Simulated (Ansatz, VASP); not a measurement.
Te in VASP and in Ansatz

```xyz
1
Lattice="2.3059 1.3313 1.6910 -2.3059 1.3313 1.6910 0.0000 -2.6626 1.6910" Properties=species:S:1:pos:R:3 pbc="T T T"
Te    0.0000    0.0000    2.5364
```

This isn't the form of Te at room conditions, which is trigonal, of chains.

Alike in both runs: task single point; functional PBE; k mesh 9 × 9 × 9; occupations gaussian, width 0.02 eV; no spin polarisation.

```csv
,VASP,Ansatz
version,VASP 6.6.1,Ansatz 0.2.0
potentials or method,"VASP PAW PBE potentials, release 64 (Te), cutoff 520 eV","all-electron LAPW, scalar-relativistic"
```

VASP gave:

- gap on the k mesh at the Fermi level (eV): none
- pressure (GPa): 2.6
- largest component of the traceless stress (GPa): 0.15

Question: Estimate Ansatz's values.

Answer: gap on the k mesh at the Fermi level (eV): none; pressure (GPa): 2.7; largest component of the traceless stress (GPa): 0.15.

A gap of «none» marks a metal or a gap that the smearing closes. Ansatz ran all-electron here, so the differences hold the error of VASP's frozen core and of both bases.

Spin-orbit coupling is left out, which matters for the levels of Te.
